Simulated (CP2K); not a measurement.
Hf:

```
CELL_PARAMETERS angstrom
3.12635 0.00000 0.00000
-1.04212 2.94755 0.00000
-1.04212 -1.47378 2.55266
ATOMIC_POSITIONS crystal
Hf 0.00000 0.00000 0.00000
```

This isn't the form of Hf at room conditions, which is hcp.

Base run:

```yaml
Program: CP2K 2026.2
Functional: PBE
Potentials_or_basis: POTENTIAL_UZH Hf GTH-PBE-q12; TZVP-MOLOPT-PBE-GTH basis
Density_cutoff: 6123 eV
k_mesh: 10 × 10 × 10
Occupations: fermi-dirac, width 0.05 eV
Spin: no spin polarisation
```

Its results: band gap on the k mesh none (metal or under the smearing width); pressure -4.5 GPa.

Task: The run is repeated on the same cell with these changes: functional from PBE to PBEsol. What comes out?

Result: Band gap on the k mesh none (metal or under the smearing width); pressure -7.9 GPa.

PBEsol binds more tightly than PBE, so the same cell stands under less pressure.

Caveats: spin-orbit coupling is left out, which moves the levels of the heavy elements; the basis of atomic orbitals isn't converged, which shifts pressures, moduli and gaps; the potentials were made for another functional, which shifts forces and pressure (some runs).
